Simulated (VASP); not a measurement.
# GaN (P6_3mc) in VASP: notebook

One crystal, GaN, is run at these levels: PBE; tasks: relaxation of cell and atoms.

Everything below comes from runs of VASP 6.6.1. Logs are shortened: lines on timing, memory, paths and dates and some standing lists are left out, and cuts for length are marked.

### 1 Starting point

It takes space group P6_3mc (No. 186, hexagonal). Conventional cell: a = 3.180 Å, b = 3.180 Å, c = 5.166 Å, α = 90.00°, β = 90.00°, γ = 120.00°. Around Ga (site symmetry 3m) lie 4 N at 1.94 to 1.95 Å. N (site symmetry 3m) is surrounded by 4 Ga at 1.94 to 1.95 Å.

### 2 Relaxation of cell and atoms, PBE

Contents of INCAR:

```
SYSTEM = GaN
PREC = Accurate
ENCUT = 520
EDIFF = 1E-7
ISMEAR = 0
SIGMA = 0.02
LREAL = .False.
LASPH = .True.
NELM = 80
ALGO = Fast
ISIF = 3
LWAVE = .False.
LCHARG = .False.
GGA = PE
IBRION = 2
NSW = 80
EDIFFG = -0.002
KPAR = 4
```

Contents of KPOINTS:

```
regular mesh
0
Gamma
  12 12 6
  0 0 0
```

Contents of POSCAR:

```
GaN
1.0
    3.1800000000      0.0000000000      0.0000000000
   -1.5900000000      2.7539607800      0.0000000000
    0.0000000000      0.0000000000      5.1660000000
Ga N
2 2
Direct
    0.3333333300      0.6666666700      0.0000000000
    0.6666666700      0.3333333300      0.5000000000
    0.3333333300      0.6666666700      0.3750000000
    0.6666666700      0.3333333300      0.8750000000
```

Potentials or basis: VASP PAW PBE potentials, release 64 (Ga_d, N).

Started as:

```sh
$ cat potpaw_PBE.64/Ga_d/POTCAR potpaw_PBE.64/N/POTCAR > POTCAR
$ mpirun -np 4 vasp_std > vasp.out
```

OUTCAR:

```text
SYSTEM = GaN
   PREC = Accurate
   ENCUT = 520
   EDIFF = 1E-7
   ISMEAR = 0
   LREAL = .False.
   LASPH = .True.
   NELM = 80
   ISIF = 3
   GGA = PE
   IBRION = 2
   NSW = 80
   EDIFFG = -0.002

 ion  position               nearest neighbor table
   1  0.333  0.667  0.000-   3 1.94   4 1.95   4 1.95   4 1.95
   2  0.667  0.333  0.500-   4 1.94   3 1.95   3 1.95   3 1.95
   3  0.333  0.667  0.375-   1 1.94   2 1.95   2 1.95   2 1.95
   4  0.667  0.333  0.875-   2 1.94   1 1.95   1 1.95   1 1.95

  LATTYP: Found a hexagonal cell.
 ALAT       =     3.1800000000
 C/A-ratio  =     1.6245283019

  Lattice vectors:

 A1 = (   3.1800000000,   0.0000000000,   0.0000000000)
 A2 = (  -1.5900000000,   2.7539607800,   0.0000000000)
 A3 = (   0.0000000000,   0.0000000000,   5.1660000000)

Analysis of symmetry for initial positions (statically):
=====================================================================
 Subroutine PRICEL returns:
 Original cell was already a primitive cell.

 Routine SETGRP: Setting up the symmetry group for a
 hexagonal supercell.

 Subroutine GETGRP returns: Found 12 space group operations
 (whereof  6 operations were pure point group operations)
 out of a pool of 24 trial point group operations.

The static configuration has the point symmetry C_3v.
 The point group associated with its full space group is C_6v.

Analysis of symmetry for dynamics (positions and initial velocities):
=====================================================================
 Subroutine PRICEL returns:
 Original cell was already a primitive cell.

 Routine SETGRP: Setting up the symmetry group for a
 hexagonal supercell.

 Subroutine GETGRP returns: Found 12 space group operations
 (whereof  6 operations were pure point group operations)
 out of a pool of 24 trial point group operations.

The dynamic configuration has the point symmetry C_3v.
 The point group associated with its full space group is C_6v.

 Subroutine INISYM returns: Found 12 space group operations
 (whereof  6 operations are pure point group operations),
 and found     1 'primitive' translations

----------------------------------------------------------------------------------------

                                     Primitive cell

  volume of cell :      45.2417

  direct lattice vectors                    reciprocal lattice vectors
     3.180000000  0.000000000  0.000000000     0.314465409  0.181556689  0.000000000
    -1.590000000  2.753960780  0.000000000     0.000000000  0.363113377  0.000000000
     0.000000000  0.000000000  5.166000000     0.000000000  0.000000000  0.193573364

  length of vectors
     3.180000000  3.179999997  5.166000000     0.363113377  0.363113377  0.193573364

  position of ions in fractional coordinates (direct lattice)
     0.333333330  0.666666670  0.000000000
     0.666666670  0.333333330  0.500000000
     0.333333330  0.666666670  0.375000000
     0.666666670  0.333333330  0.875000000

  ion indices of the primitive-cell ions
   primitive index   ion index
                 1           1
                 2           2
                 3           3
                 4           4

----------------------------------------------------------------------------------------

 KPOINTS: regular mesh

Automatic generation of k-mesh.
 Grid dimensions read from file:
 generate k-points for:   12   12    6

 Generating k-lattice:

  Cartesian coordinates                     Fractional coordinates (reciprocal lattice)
     0.026205451  0.015129724  0.000000000     0.083333333  0.000000000  0.000000000
     0.000000000  0.030259448  0.000000000     0.000000000  0.083333333  0.000000000
     0.000000000  0.000000000  0.032262227     0.000000000  0.000000000  0.166666667

  Length of vectors
     0.030259448  0.030259448  0.032262227

  Shift w.r.t. Gamma in fractional coordinates (k-lattice)
     0.000000000  0.000000000  0.000000000

 Subroutine IBZKPT returns following result:
 ===========================================

 Found     76 irreducible k-points:

 Following reciprocal coordinates:
            Coordinates               Weight
  0.000000  0.000000  0.000000      1.000000
  0.083333  0.000000  0.000000      6.000000
  0.166667 -0.000000  0.000000      6.000000
  0.250000 -0.000000  0.000000      6.000000
  0.333333  0.000000  0.000000      6.000000
  0.416667 -0.000000  0.000000      6.000000
[... 16 lines left out ...]
  0.250000 -0.000000  0.166667     12.000000
  0.333333  0.000000  0.166667     12.000000
 [... further k-points ...]
   k-points           NKPTS =     76   k-points in BZ     NKDIM =     76   number of bands    NBANDS=     22
   number of dos      NEDOS =    301   number of ions     NIONS =      4
   total plane-waves  NPLWV =  23040
   dimension x,y,z NGX =    24 NGY =   24 NGZ =   40
   dimension x,y,z NGXF=    48 NGYF=   48 NGZF=   80
   ions per type =               2   2
   NGX,Y,Z   is equivalent  to a cutoff of  12.55, 12.55, 12.87 a.u.
   NGXF,Y,Z  is equivalent  to a cutoff of  25.09, 25.09, 25.74 a.u.
 SYSTEM =  GaN
   PREC   = accura    normal or accurate (medium, high low for compatibility)
   ISTART =      0    job   : 0-new  1-cont  2-samecut
   ICHARG =      2    charge: 1-file 2-atom 10-const
   ISPIN  =      1    spin polarized calculation?
   LNONCOLLINEAR =      F non collinear calculations
   LSORBIT =      F    spin-orbit coupling
   LASPH  =      T    aspherical Exc in radial PAW
   ENCUT  =  520.0 eV  38.22 Ry    6.18 a.u.   5.91  5.91  9.61*2*pi/ulx,y,z
   NELM   =     80;   NELMIN=  2; NELMDL= -5     # of ELM steps
   EDIFF  = 0.1E-06   stopping-criterion for ELM
   LREAL  =      F    real-space projection
   EDIFFG = -.2E-02   stopping-criterion for IOM
   NSW    =     80    number of steps for IOM
   IBRION =      2    ionic relax: 0-MD 1-quasi-New 2-CG
   NFREE  =      1    steps in history (QN), initial steepest desc. (CG)
   ISIF   =      3    stress and relaxation
   ISYM   =      2    0-nonsym 1-usesym 2-fastsym
   POTIM  = 0.5000    time-step for ionic-motion
   TEBEG  =    0.0;   TEEND  =   0.0 temperature during run
   PSTRESS=    0.0 pullay stress
   NELECT =      36.0000    total number of electrons
   NUPDOWN=      -1.0000    fix difference up-down
   EMIN   =  10.00;   EMAX   =-10.00  energy-range for DOS
   EFERMI =   0.00;   METHOD = LEGACY
   ISMEAR =     0;   SIGMA  =   0.02  broadening in eV -4-tet -1-fermi 0-gaus
   EFERMI_NEDOS =   21; number of points for ismear=-14 and -15
   IALGO  =     68    algorithm
   IMIX   =      4    mixing-type and parameters
     AMIX     =   0.40;   BMIX     =  1.00
     AMIX_MAG =   1.60;   BMIX_MAG =  1.00
  volume/ion in A,a.u.               =      11.31        76.33
  Fermi-wavevector in a.u.,A,eV,Ry     =   1.517036  2.866782 31.312427  2.301398
  Thomas-Fermi vector in A             =   2.626345
   LORBIT       =      0    0 simple, 1 ext, 2 COOP (PROOUT), +10 PAW based schemes
   GGA     = PE    functional components
   LHFCALC =     F    Hartree Fock is set to
   AEXX    =    0.0000 exact exchange contribution
   IVDW    =     0    specifies the selected vdW correction
   LEPSILON=     F    determine dielectric tensor
   LRPA    =     F    only Hartree local field effects (RPA)
 conjugate gradient relaxation of ions
 non-spin polarized calculation
 RMM-DIIS sequential band-by-band and
 Gauss-broadening in eV      SIGMA  =   0.02
  energy-cutoff  :      520.00
  volume of cell :       45.24
 maximum number of plane-waves:      1236
 NGX is ok and might be reduce to    24
   NGX = 11   NGY = 11   NGZ = 19

--------------------------------------- Ionic step        1  -------------------------------------------

 number of electron      36.0000002 magnetization

 Free energy of the ion-electron system (eV)
  ---------------------------------------------------
  ext. energy  EPLUGINS =         0.00000000
  ---------------------------------------------------
  free energy    TOTEN  =       -24.28509777 eV

  energy without entropy =      -24.28509777  energy(sigma->0) =      -24.28509777

------------------------ aborting loop because EDIFF is reached ----------------------------------------

  FORCE on cell =-STRESS in cart. coord.  units (eV):
  Direction    XX          YY          ZZ          XY          YZ          ZX
  --------------------------------------------------------------------------------------
  -------------------------------------------------------------------------------------
  Total        1.8679928      1.8679928      2.4821438      0.0000000      0.0000000     -0.0000000
  in kB       66.1525392     66.1525390     87.9018988      0.0000000      0.0000000     -0.0000000
  external PRESSURE =      73.4023257 kB  Pullay stress =       0.0000000 kB
[... 95 lines left out ...]
  FREE ENERGIE OF THE ION-ELECTRON SYSTEM (eV)
  ---------------------------------------------------
  free  energy   TOTEN  =       -24.3266984286 eV

  energy  without entropy=      -24.3266984286  energy(sigma->0) =      -24.32669843

[... ionic steps 4 to 8 ...]

--------------------------------------- Ionic step        9  -------------------------------------------

 number of electron      35.9999956 magnetization

------------------------ aborting loop because EDIFF is reached ----------------------------------------

  FORCE on cell =-STRESS in cart. coord.  units (eV):
  Direction    XX          YY          ZZ          XY          YZ          ZX
  --------------------------------------------------------------------------------------
  -------------------------------------------------------------------------------------
  Total        0.0033630      0.0033630      0.0021691      0.0000000      0.0000000      0.0000000
  in kB        0.1145156      0.1145156      0.0738611      0.0000000      0.0000000      0.0000000
  external PRESSURE =       0.1009641 kB  Pullay stress =       0.0000000 kB
[... 61 lines left out ...]
  energy  without entropy=      -24.3267348869  energy(sigma->0) =      -24.32673489

--------------------------------------- Ionic step       11  -------------------------------------------

 number of electron      35.9999956 magnetization

 Free energy of the ion-electron system (eV)
  ---------------------------------------------------
  ext. energy  EPLUGINS =         0.00000000
  ---------------------------------------------------
  free energy    TOTEN  =       -24.32673482 eV

  energy without entropy =      -24.32673482  energy(sigma->0) =      -24.32673482

 E-fermi :   5.1165     XC(G=0): -11.5129

 val. band max:        5.0048468772   @ k =   0.0000   0.0000   0.0000
 cond. band min:       6.7172231613   @ k =   0.0000   0.0000   0.0000
 fundamental gap:      1.7123762841
 Fermi energy:         5.1164692021

 k-point     1 :       0.0000    0.0000    0.0000
  band No.  band energies     occupation
      1     -10.7273      2.00000
      2      -9.9056      2.00000
      3      -8.4159      2.00000
      4      -8.4015      2.00000
      5      -8.4015      2.00000
      6      -8.3458      2.00000
[... 574 lines left out ...]
      6      -8.2152      2.00000
[... 14 lines left out ...]
     21      11.8893      0.00000
     22      13.0700      0.00000

 [... further k-points ...]

------------------------ aborting loop because EDIFF is reached ----------------------------------------

  FORCE on cell =-STRESS in cart. coord.  units (eV):
  Direction    XX          YY          ZZ          XY          YZ          ZX
  --------------------------------------------------------------------------------------
  -------------------------------------------------------------------------------------
  Total        0.0005725      0.0005725     -0.0010674      0.0000000      0.0000000      0.0000000
  in kB        0.0194943      0.0194943     -0.0363473      0.0000000      0.0000000      0.0000000
  external PRESSURE =       0.0008805 kB  Pullay stress =       0.0000000 kB
[... 19 lines left out ...]
  FREE ENERGIE OF THE ION-ELECTRON SYSTEM (eV)
  ---------------------------------------------------
  free  energy   TOTEN  =       -24.3267348210 eV

  energy  without entropy=      -24.3267348210  energy(sigma->0) =      -24.32673482

 reached required accuracy - stopping structural energy minimisation
```

It took 3.2 min on 4 MPI ranks of Intel Xeon Platinum 8175M at 2.50GHz (Skylake/Cascade Lake), shared host; peak memory 0.2 GiB.

Results:

```
Free energy                            : -24.3267 eV
Relaxed volume                         : 11.76 Å³/atom
Relaxed cell                           : a = 3.219 Å, b = 3.219 Å, c = 5.244 Å, α = 90.00°, β = 90.00°, γ = 120.00°
Space group after relaxing (to 0.05 Å) : P6_3mc (No. 186)
Energy gained by relaxing              : 10.4 meV/atom
Ionic steps                            : 11
Pressure after relaxing                : 0.0 GPa
Band gap on the k mesh                 : 1.71 eV, direct
```

The path:
```
step  energy change (eV)  largest force (eV/Å)  pressure (GPa)  volume (Å³)
   1              0.0000                0.1347            7.34        45.24
   2             -0.0110                0.0615           -5.54        48.72
   3             -0.0416                0.0120           -0.06        47.06
   4             -0.0416                0.0144            0.11        47.02
   5             -0.0416                0.0058            0.11        47.02
   6             -0.0416                0.0015            0.10        47.02
   7             -0.0416                0.0011           -0.09        47.08
   8             -0.0416                0.0022            0.00        47.05
   9             -0.0416                0.0020            0.01        47.05
  10             -0.0416                0.0009           -0.03        47.05
  11             -0.0416                0.0013            0.00        47.05
```

Final structure:
```
Ga N
1.0
     3.21865    0.00000    0.00000
    -1.60933    2.78744    0.00000
     0.00000    0.00000    5.24447
Ga N
2 2
Cartesian
  0.0000 1.8583 5.2400
  1.6093 0.9291 2.6178
  0.0000 1.8583 1.9711
  1.6093 0.9291 4.5934
```

Levels at points of the mesh, in eV from the valence-band top:
```
           k point  band 16  band 17  band 18  band 19  band 20  band 21
(0.00, 0.00, 0.00)    -0.04     0.00     0.00     1.71     4.06     9.02
(0.50, 0.00, 0.00)    -2.64    -2.11    -0.96     4.98     5.37     5.98
(0.00, 0.00, 0.50)    -0.51    -0.51    -0.51     4.06     4.06     8.31
(0.50, 0.00, 0.50)    -1.87    -1.83    -1.83     4.31     4.31     7.57
```

As with any semilocal functional, this PBE gap is likely too small. PBE usually gives volumes a little too large and moduli too small.

[end of part 1 of 2]
